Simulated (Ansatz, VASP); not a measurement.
## Two plane-wave programs on Se

```
CELL_PARAMETERS angstrom
3.99875 0.00000 0.00000
-1.99938 3.46302 0.00000
0.00000 0.00000 7.53673
ATOMIC_POSITIONS crystal
Se 0.00000 0.00000 0.00000
Se 0.00000 0.00000 0.50000
Se 0.33333 0.66667 0.25000
Se 0.66667 0.33333 0.75000
```

Alike in both runs: task single point; functional revPBE; k mesh 11 × 11 × 5; occupations fermi-dirac, width 0.1 eV; no spin polarisation.

|  | VASP | Ansatz |
| --- | --- | --- |
| version | VASP 6.6.1 | Ansatz 0.2.0 |
| potentials or method | VASP PAW PBE potentials, release 64 (Se) | plane waves (420 eV) with PAW, scalar-relativistic |
| plane-wave cutoff (eV) | 520 | 420 |
| valence electrons in the cell | 24 | 64 |

|  | VASP | Ansatz | Ansatz less VASP |
| --- | --- | --- | --- |
| pressure (GPa) | -5.4 | -5.4 | +0.01 |
| largest component of the traceless stress (GPa) | 0.67 | 0.67 | -0.001 |

The two sets of potentials don't hold the same shells in valence.

Caveats: the PAW data sets were made with another functional, which shifts forces and pressure a little (VASP).
